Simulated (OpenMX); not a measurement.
The system is Li.

```
Li
1.0
    -1.75465    1.75465    1.75465
     1.75465   -1.75465    1.75465
     1.75465    1.75465   -1.75465
Li
1
Direct
  0.00000 0.00000 0.00000
```

```yaml
Program: OpenMX 3.8.5
Task: single point
Functional: PBE
Potentials_or_basis: OpenMX 2013 PBE set, Li8.0-s3p2, grid cutoff 260 Ry
k_mesh: 11 × 11 × 11
Occupations: fermi-dirac, width 0.05 eV
Spin: no spin polarisation
```

On this cell: pressure -1.1 GPa; band gap on the k mesh none (metal or under the smearing width).

The same run follows on a disturbed copy (cell strained at random at fixed volume):

```
Li
1.0
    -1.73329    1.76667    1.73520
     1.72839   -1.79094    1.75457
     1.74318    1.80083   -1.75947
Li
1
Direct
  0.98842 0.00844 0.97647
```

Question: What does the disturbed cell give?

Answer: The energy (extrapolated to zero smearing) moves by -1.4 meV/atom; pressure -0.8 GPa; band gap on the k mesh none (metal or under the smearing width).

The energy falls, though the first cell shows no forces: that form is unstable against this distortion, unless noise or another electronic state is at work.

Caveats: the basis of atomic orbitals isn't converged, which shifts pressures, moduli and gaps.
